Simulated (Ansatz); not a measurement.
The system is Ge.

```
Ge
1.0
     3.99759    0.00000    0.00000
    -1.99879    3.46201    0.00000
     0.00000    0.00000    6.59938
Ge
4
Direct
  0.33333 0.66667 0.93710
  0.66667 0.33333 0.43710
  0.33333 0.66667 0.56290
  0.66667 0.33333 0.06290
```

This isn't the form of Ge at room conditions, which is diamond.

Base run:

| Property | Result |
| --- | --- |
| Program | Ansatz 0.2.0 |
| Functional | PBEsol |
| Potentials or basis | all-electron LAPW, scalar-relativistic |
| Cutoff | 291 eV (chosen from the basis error) |
| Basis error allowed | 0.002 eV/atom |
| k mesh | 8 × 8 × 4 |
| Occupations | fermi-dirac, width 0.05 eV |
| Spin | no spin polarisation |

Its results: pressure 0.0 GPa; largest force 0.005 eV/Å.

Problem. The run is repeated on the same cell with these changes: functional from PBEsol to LDA. What comes out?

Solution. Pressure -1.9 GPa; largest force 0.003 eV/Å.

LDA binds more tightly than PBEsol, so the same cell stands under less pressure.
